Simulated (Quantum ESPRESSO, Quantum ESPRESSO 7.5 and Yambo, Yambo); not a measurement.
# Quasiparticle gap of AlN (F-43m) in Yambo

How does a plane-wave GW calculation on AlN (F-43m) run from the first input to the gap?

Method: PBE and many-body steps on it, plane waves, in Quantum ESPRESSO 7.5 and Yambo 5.3.0.

### Step 1. Set-up

The structure is cubic, space group F-43m (No. 216). Conventional cell: a = 4.368 Å, b = 4.368 Å, c = 4.368 Å, α = 90.00°, β = 90.00°, γ = 90.00°. Al has 4 N at 1.89 Å nearest. Nearest to N lie 4 Al at 1.89 Å. Farther neighbours and most contacts between anions are not listed.

The cell and positions are those that the Materials Project relaxed with its own functionals (PBE, PBE+U or r2SCAN), kept fixed. This is not the form that AlN usually takes at ambient conditions.

### Step 2. Ground state

This step: Quantum ESPRESSO 7.5; DFT, PBE, plane waves, norm-conserving pseudopotentials.

The ground-state density comes first.

File pw.in:

```
&control
  calculation = 'scf'
  prefix = 'x'
  outdir = 'o'
  pseudo_dir = 'pseudo'
/
&system
  ibrav = 0
  nat = 2
  ntyp = 2
  ecutwfc = 72.0
  nbnd = 9
  force_symmorphic = .true.
/
&electrons
  conv_thr = 1e-10
  electron_maxstep = 80
  mixing_beta = 0.5
/
ATOMIC_SPECIES
  Al 26.982 Al.upf
  N 14.007 N.upf
CELL_PARAMETERS angstrom
  -0.0000000000 2.1839935596 2.1839935596
  2.1839935596 -0.0000000000 2.1839935596
  2.1839935596 2.1839935596 -0.0000000000
ATOMIC_POSITIONS crystal
  Al 0.0000000000 0.0000000000 0.0000000000
  N 0.7500000000 0.7500000000 0.7500000000
K_POINTS automatic
  8 8 8 0 0 0
```

Started as:

```
> OMP_NUM_THREADS=1 mpirun -n 4 pw.x -nk 4 -in pw.in > pw.out
```

The program printed:

```text
Program PWSCF v.7.5 starts

     This program is part of the open-source Quantum ESPRESSO suite
     for quantum simulation of materials; please cite
         "P. Giannozzi et al., J. Phys.:Condens. Matter 21 395502 (2009);
         "P. Giannozzi et al., J. Phys.:Condens. Matter 29 465901 (2017);
         "P. Giannozzi et al., J. Chem. Phys. 152 154105 (2020);
     in publications or presentations arising from this work. More details at
     Message from routine setup:
     using ibrav=0 with symmetry is DISCOURAGED, use correct ibrav instead

     G-vector sticks info

     bravais-lattice index     =            0
     lattice parameter (alat)  =       5.8367  a.u.
     unit-cell volume          =     140.5985 (a.u.)^3
     number of atoms/cell      =            2
     number of atomic types    =            2
     number of electrons       =         8.00
     number of Kohn-Sham states=            9
     kinetic-energy cutoff     =      72.0000  Ry
     charge density cutoff     =     288.0000  Ry
     scf convergence threshold =      1.0E-10
     mixing beta               =       0.5000
     number of iterations used =            8  plain     mixing
     Exchange-correlation= PBE
                           (   1   4   3   4   0   0   0)

     celldm(1)=   5.836671  celldm(2)=   0.000000  celldm(3)=   0.000000
     celldm(4)=   0.000000  celldm(5)=   0.000000  celldm(6)=   0.000000

     crystal axes: (cart. coord. in units of alat)
               a(1) = (  -0.000000   0.707107   0.707107 )
               a(2) = (   0.707107  -0.000000   0.707107 )
               a(3) = (   0.707107   0.707107  -0.000000 )

     reciprocal axes: (cart. coord. in units 2 pi/alat)
               b(1) = ( -0.707107  0.707107  0.707107 )
               b(2) = (  0.707107 -0.707107  0.707107 )
               b(3) = (  0.707107  0.707107 -0.707107 )
     Pseudo is Norm-conserving + core correction, Zval =  3.0
     Generated using ONCVPSP code by D. R. Hamann
     Using radial grid of 1876 points,  6 beta functions with:
     Pseudo is Norm-conserving + core correction, Zval =  5.0
     Generated using ONCVPSP code by D. R. Hamann
     Using radial grid of 1058 points,  4 beta functions with:
     Al                3.00    26.98200     Al( 1.00)
     N                 5.00    14.00700     N ( 1.00)

     24 Sym. Ops. (no inversion) found

   Cartesian axes

     site n.     atom                  positions (alat units)
         1        Al     tau(   1) = (   0.0000000   0.0000000   0.0000000  )
         2        N      tau(   2) = (   1.0606602   1.0606602   1.0606602  )

     number of k points=    29
                       cart. coord. in units 2pi/alat
        k(    1) = (   0.0000000   0.0000000   0.0000000), wk =   0.0039062
        k(    2) = (   0.0883883   0.0883883  -0.0883883), wk =   0.0312500
        k(    3) = (   0.1767767   0.1767767  -0.1767767), wk =   0.0312500
        k(    4) = (   0.2651650   0.2651650  -0.2651650), wk =   0.0312500
        k(    5) = (  -0.3535534  -0.3535534   0.3535534), wk =   0.0156250
        k(    6) = (   0.1767767   0.0000000   0.0000000), wk =   0.0234375
        k(    7) = (   0.2651650   0.0883883  -0.0883883), wk =   0.0937500
        k(    8) = (   0.3535534   0.1767767  -0.1767767), wk =   0.0937500
        k(    9) = (  -0.2651650  -0.4419417   0.4419417), wk =   0.0937500
        k(   10) = (  -0.1767767  -0.3535534   0.3535534), wk =   0.0937500
     [... 17 further rows ...]
        k(   28) = (  -0.7071068   0.1767767  -0.0000000), wk =   0.0468750
        k(   29) = (  -0.7071068   0.3535534   0.0000000), wk =   0.0234375

     Dense  grid:    11575 G-vectors     FFT dimensions: (  32,  32,  32)

     Initial potential from superposition of free atoms

     starting charge       7.9975, renormalised to       8.0000
     Starting wfcs are    8 randomized atomic wfcs +    1 random wfcs

     per-process dynamical memory:    12.2 Mb

     Self-consistent Calculation

     iteration #  1     ecut=    72.00 Ry     beta= 0.50

     total energy              =     -25.41044135 Ry
     estimated scf accuracy    <       0.59633254 Ry

     iteration #  2     ecut=    72.00 Ry     beta= 0.50

     total energy              =     -25.57269851 Ry
     estimated scf accuracy    <       0.07137074 Ry

     iteration #  3     ecut=    72.00 Ry     beta= 0.50

     total energy              =     -25.58429561 Ry
     estimated scf accuracy    <       0.00448502 Ry

     iteration #  4     ecut=    72.00 Ry     beta= 0.50

     total energy              =     -25.58485928 Ry
     estimated scf accuracy    <       0.00106562 Ry

     iteration #  5     ecut=    72.00 Ry     beta= 0.50

     total energy              =     -25.58488594 Ry
     estimated scf accuracy    <       0.00010046 Ry

     iteration #  6     ecut=    72.00 Ry     beta= 0.50

     total energy              =     -25.58492076 Ry
     estimated scf accuracy    <       0.00004603 Ry

     iteration #  7     ecut=    72.00 Ry     beta= 0.50

     total energy              =     -25.58492394 Ry
     estimated scf accuracy    <       0.00000366 Ry

     iteration #  8     ecut=    72.00 Ry     beta= 0.50

     total energy              =     -25.58492411 Ry
     estimated scf accuracy    <       0.00000062 Ry

     iteration #  9     ecut=    72.00 Ry     beta= 0.50

     total energy              =     -25.58492418 Ry
     estimated scf accuracy    <       0.00000006 Ry

     iteration # 10     ecut=    72.00 Ry     beta= 0.50

     total energy              =     -25.58492420 Ry
     estimated scf accuracy    <          5.9E-09 Ry

     iteration # 11     ecut=    72.00 Ry     beta= 0.50

     total energy              =     -25.58492420 Ry
     estimated scf accuracy    <          9.2E-09 Ry

     iteration # 12     ecut=    72.00 Ry     beta= 0.50

     total energy              =     -25.58492420 Ry
     estimated scf accuracy    <          5.4E-10 Ry

     iteration # 13     ecut=    72.00 Ry     beta= 0.50

     total energy              =     -25.58492420 Ry
     estimated scf accuracy    <          1.1E-10 Ry

     iteration # 14     ecut=    72.00 Ry     beta= 0.50

     End of self-consistent calculation

          k = 0.0000 0.0000 0.0000 (  1459 PWs)   bands (ev):

    -8.0105   6.9566   6.9566   6.9566  11.1487  19.5460  19.5460  19.5460
    24.7019

          k = 0.0884 0.0884-0.0884 (  1438 PWs)   bands (ev):

    -7.7834   5.7786   6.8782   6.8782  12.0884  18.9662  19.7142  19.7142
    23.1487

          k = 0.1768 0.1768-0.1768 (  1447 PWs)   bands (ev):

    -7.1599   3.6989   6.7011   6.7011  13.4084  17.9339  19.3059  19.3059
    23.2695

          k = 0.2652 0.2652-0.2652 (  1441 PWs)   bands (ev):

     [... further k-points ...]

     highest occupied, lowest unoccupied level (ev):     6.9566   10.2814

!    total energy              =     -25.58492420 Ry
     estimated scf accuracy    <          2.7E-12 Ry

     The total energy is the sum of the following terms:
     one-electron contribution =      -0.92918075 Ry
     hartree contribution      =       5.64192463 Ry
     xc contribution           =      -8.49770887 Ry
     ewald contribution        =     -21.79995921 Ry

     convergence has been achieved in  14 iterations

     XML data file, charge density, pseudopotentials, collected wavefunctions

=------------------------------------------------------------------------------=
   JOB DONE.
=------------------------------------------------------------------------------=
```

Elapsed: 2.4 s, on 4 MPI ranks of Arm Neoverse V1, shared host; peak memory 0.19 GiB.

Numbers from this step:

* total energy: -348.1006 eV
* gap: 3.325 eV
* k of the valence top: 0, 0, 0
* k of the conduction bottom: 0, -0.5, -0.5
* least direct gap: 4.192 eV

The gap is indirect, with the least direct gap 0.87 eV higher.

### Step 3. Bands along the symmetry lines

Levels along a band path, at the cheap level, show where the edges lie and whether the meshes to come will hold them.

File pw.in:

```
&control
  calculation = 'bands'
  prefix = 'x'
  outdir = 'o'
  pseudo_dir = 'pseudo'
/
&system
  ibrav = 0
  nat = 2
  ntyp = 2
  ecutwfc = 72.0
  nbnd = 10
  force_symmorphic = .true.
/
&electrons
  conv_thr = 1e-9
  electron_maxstep = 80
  diago_full_acc = .true.
  diago_thr_init = 5e-6
/
ATOMIC_SPECIES
  Al 26.982 Al.upf
  N 14.007 N.upf
CELL_PARAMETERS angstrom
  -0.0000000000 2.1839935596 2.1839935596
  2.1839935596 -0.0000000000 2.1839935596
  2.1839935596 2.1839935596 -0.0000000000
ATOMIC_POSITIONS crystal
  Al 0.0000000000 0.0000000000 0.0000000000
  N 0.7500000000 0.7500000000 0.7500000000
K_POINTS crystal
  50
  0.00000000 0.00000000 0.00000000 1
  -0.06250000 -0.06250000 0.00000000 1
  -0.12500000 -0.12500000 0.00000000 1
  -0.18750000 -0.18750000 0.00000000 1
  -0.25000000 -0.25000000 0.00000000 1
  -0.31250000 -0.31250000 0.00000000 1
  -0.37500000 -0.37500000 0.00000000 1
  -0.43750000 -0.43750000 0.00000000 1
  -0.50000000 -0.50000000 0.00000000 1
  -0.48437500 -0.48437500 0.03125000 1
  -0.46875000 -0.46875000 0.06250000 1
  -0.45312500 -0.45312500 0.09375000 1
  -0.43750000 -0.43750000 0.12500000 1
  -0.42187500 -0.42187500 0.15625000 1
  -0.40625000 -0.40625000 0.18750000 1
  -0.39062500 -0.39062500 0.21875000 1
  -0.37500000 -0.37500000 0.25000000 1
  -0.37500000 0.00000000 0.37500000 1
  -0.32812500 0.00000000 0.32812500 1
  -0.28125000 0.00000000 0.28125000 1
  -0.23437500 0.00000000 0.23437500 1
  -0.18750000 0.00000000 0.18750000 1
  -0.14062500 0.00000000 0.14062500 1
  -0.09375000 0.00000000 0.09375000 1
  -0.04687500 0.00000000 0.04687500 1
  0.00000000 0.00000000 0.00000000 1
  0.00000000 0.00000000 0.06250000 1
  0.00000000 0.00000000 0.12500000 1
  0.00000000 0.00000000 0.18750000 1
  0.00000000 0.00000000 0.25000000 1
  0.00000000 0.00000000 0.31250000 1
  0.00000000 0.00000000 0.37500000 1
  0.00000000 0.00000000 0.43750000 1
  0.00000000 0.00000000 0.50000000 1
  -0.06250000 -0.03125000 0.46875000 1
  -0.12500000 -0.06250000 0.43750000 1
  -0.18750000 -0.09375000 0.40625000 1
  -0.25000000 -0.12500000 0.37500000 1
  -0.31250000 -0.15625000 0.34375000 1
  -0.37500000 -0.18750000 0.31250000 1
  -0.43750000 -0.21875000 0.28125000 1
  -0.50000000 -0.25000000 0.25000000 1
  -0.50000000 -0.28125000 0.21875000 1
  -0.50000000 -0.31250000 0.18750000 1
  -0.50000000 -0.34375000 0.15625000 1
  -0.50000000 -0.37500000 0.12500000 1
  -0.50000000 -0.40625000 0.09375000 1
  -0.50000000 -0.43750000 0.06250000 1
  -0.50000000 -0.46875000 0.03125000 1
  -0.50000000 -0.50000000 0.00000000 1
```

The program printed:

```text
[banner, memory and clock lines left out]
Program PWSCF v.7.5 starts

     Atomic positions and unit cell read from directory:
     o/x.save/

     Message from routine setup:
     using ibrav=0 with symmetry is DISCOURAGED, use correct ibrav instead

     G-vector sticks info

     bravais-lattice index     =            0
     lattice parameter (alat)  =       5.8367  a.u.
     unit-cell volume          =     140.5985 (a.u.)^3
     number of atoms/cell      =            2
     number of atomic types    =            2
     number of electrons       =         8.00
     number of Kohn-Sham states=           10
     kinetic-energy cutoff     =      72.0000  Ry
     charge density cutoff     =     288.0000  Ry
     Exchange-correlation= PBE
                           (   1   4   3   4   0   0   0)

     celldm(1)=   5.836671  celldm(2)=   0.000000  celldm(3)=   0.000000
     celldm(4)=   0.000000  celldm(5)=   0.000000  celldm(6)=   0.000000

     crystal axes: (cart. coord. in units of alat)
               a(1) = (  -0.000000   0.707107   0.707107 )
               a(2) = (   0.707107  -0.000000   0.707107 )
               a(3) = (   0.707107   0.707107  -0.000000 )

     reciprocal axes: (cart. coord. in units 2 pi/alat)
               b(1) = ( -0.707107  0.707107  0.707107 )
               b(2) = (  0.707107 -0.707107  0.707107 )
               b(3) = (  0.707107  0.707107 -0.707107 )
     Pseudo is Norm-conserving + core correction, Zval =  3.0
     Generated using ONCVPSP code by D. R. Hamann
     Using radial grid of 1876 points,  6 beta functions with:
     Pseudo is Norm-conserving + core correction, Zval =  5.0
     Generated using ONCVPSP code by D. R. Hamann
     Using radial grid of 1058 points,  4 beta functions with:
     Al                3.00    26.98200     Al( 1.00)
     N                 5.00    14.00700     N ( 1.00)

     24 Sym. Ops. (no inversion) found

   Cartesian axes

     site n.     atom                  positions (alat units)
         1        Al     tau(   1) = (   0.0000000   0.0000000   0.0000000  )
         2        N      tau(   2) = (   1.0606602   1.0606602   1.0606602  )

     number of k points=    50
                       cart. coord. in units 2pi/alat
        k(    1) = (   0.0000000   0.0000000   0.0000000), wk =   0.0400000
        k(    2) = (   0.0000000   0.0000000  -0.0883883), wk =   0.0400000
        k(    3) = (   0.0000000   0.0000000  -0.1767767), wk =   0.0400000
[...]
[... 38 further rows ...]
        k(   49) = (   0.0441942  -0.0000000  -0.7071068), wk =   0.0400000
        k(   50) = (   0.0000000   0.0000000  -0.7071068), wk =   0.0400000

     Dense  grid:    11575 G-vectors     FFT dimensions: (  32,  32,  32)

     The potential is recalculated from file :
     o/x.save/charge-density

     Starting wfcs are    8 randomized atomic wfcs +    2 random wfcs

     Band Structure Calculation

     End of band structure calculation

          k = 0.0000 0.0000 0.0000 (  1459 PWs)   bands (ev):

    -8.0105   6.9566   6.9566   6.9566  11.1487  19.5460  19.5460  19.5460
    24.7019  24.7020

          k = 0.0000 0.0000-0.0884 (  1443 PWs)   bands (ev):

    -7.9337   6.6069   6.8734   6.8734  11.5310  19.2837  19.6564  19.6564
    22.9885  24.8199

          k = 0.0000 0.0000-0.1768 (  1439 PWs)   bands (ev):

    -7.7081   5.8262   6.6453   6.6453  12.3451  18.6407  19.9667  19.9667
    20.8183  25.1734

          k =-0.0000 0.0000-0.2652 (  1447 PWs)   bands (ev):

[...]
k = 0.0000 0.0000-0.3536 (  1475 PWs)   bands (ev):

[...]
k = 0.0000-0.0000-0.4419 (  1447 PWs)   bands (ev):

[...]
k =-0.0000 0.0000-0.5303 (  1451 PWs)   bands (ev):

[...]
k = 0.0000-0.0000-0.6187 (  1452 PWs)   bands (ev):

[...]
k = 0.5303-0.0000-0.5303 (  1472 PWs)   bands (ev):

[...]
k = 0.0000 0.0000 0.0000 (  1459 PWs)   bands (ev):

[...]
k = 0.1326 0.0000-0.7071 (  1448 PWs)   bands (ev):

[...]
k = 0.0884-0.0000-0.7071 (  1448 PWs)   bands (ev):

[...]
k = 0.0442-0.0000-0.7071 (  1442 PWs)   bands (ev):

    -5.3232   2.0805   5.1361   5.1368  10.3752  15.6803  20.8434  22.5096
    22.6842  30.5374

          k = 0.0000 0.0000-0.7071 (  1428 PWs)   bands (ev):

    -5.3253   2.0589   5.1811   5.1811  10.2814  15.6083  20.8766  22.6540
    22.6540  30.4717

     XML data file, pseudopotentials, collected wavefunctions
```

Wall time 1.6 s (4 MPI ranks); peak memory 0.05 GiB.

Numbers from this step:

| Item | Value |
| --- | --- |
| gap | 3.325 eV |
| k of the valence top | 0, 0, 0 |
| k of the conduction bottom | -0.5, -0.5, 0 |
| least direct gap | 4.192 eV |

The gap is 3.325 eV, as in the run before at this level.

Electronic bands along the path, in eV, zero at the top of the highest filled band; v1 is the highest filled band, c1 the lowest empty one:

```csv
point,v4,v3,v2,v1,c1,c2,c3,c4
Γ,-14.97,0.00,0.00,0.00,4.19,12.59,12.59,12.59
halfway,-13.84,-2.88,-0.98,-0.98,5.96,10.29,11.51,14.02
X,-12.28,-4.90,-1.78,-1.78,3.32,8.65,13.92,15.70
halfway,-12.27,-4.73,-2.47,-1.67,3.96,9.19,13.67,15.23
U,-12.30,-4.25,-3.63,-1.37,5.17,10.12,13.05,14.17
jump to K,-12.30,-4.25,-3.63,-1.37,5.17,10.12,13.05,14.17
halfway,-13.74,-3.54,-1.50,-0.20,7.34,10.30,11.41,12.58
Γ,-14.97,0.00,0.00,0.00,4.19,12.59,12.59,12.59
halfway,-14.12,-3.26,-0.26,-0.26,6.45,10.98,12.35,12.35
L,-12.92,-5.86,-0.48,-0.48,7.39,9.85,11.17,11.17
halfway,-12.60,-5.14,-2.22,-1.12,7.11,9.26,12.17,12.69
W,-12.23,-3.77,-3.44,-2.70,6.05,11.45,11.98,12.16
halfway,-12.25,-4.56,-2.40,-2.29,4.57,9.69,13.40,13.89
X,-12.28,-4.90,-1.78,-1.78,3.32,8.65,13.92,15.70
```

The electronic bands as a text plot (rows in eV, shown from -8.0 to 9.3 only):

```
    9.0 |         ++++++      ++                    +++       +++
    8.2 |                     ++                    +
    7.5 |                   ++  +              +++++ +
    6.8 |                        ++         +++       ++
    6.1 |    +++           +               +            ++++
    5.4 |  ++   ++        +        ++    ++                 +
    4.6 | +              +           +  +                    +
    3.9 |+        +++  ++             ++                      ++
    3.2 |            ++                                         +
    2.5 |
    1.7 |
    1.0 |
    0.3 |*                         ******
   -0.4 | ****              **********  *************
   -1.1 |  ** ****       ***    *****    **         ****
   -1.9 |    *    *******                  *         ** *     ***
   -2.6 |     **       **     ** **                    * *****
   -3.3 |       **       *****  *           *           *****
   -4.0 |         *      ***  **             **         *****
   -4.8 |          ******   **                 *       *     ****
   -5.5 |                                       * *****
   -6.2 |                                        *
   -6.9 |
   -7.6 |
         Γ           X  U|K            Γ         L        W     X
```

(Continued in part 2 of 3.)

[Paths, hosts, dates, memory and timing lines, banners, echoed tables and standing remarks are left out of the program output.]

[Logs are printed without paths, hosts, clocks, repeated set-up lines and the standing remarks that a program may print on its own settings, such as how far it seeks lower states.]

[Runs of the session that timed out or met a known fault of the program may be left out.]

[Hosts, paths, dates, database ids (printed as entryN), source tags and the programs' standing remarks are cut or masked in the printed files.]
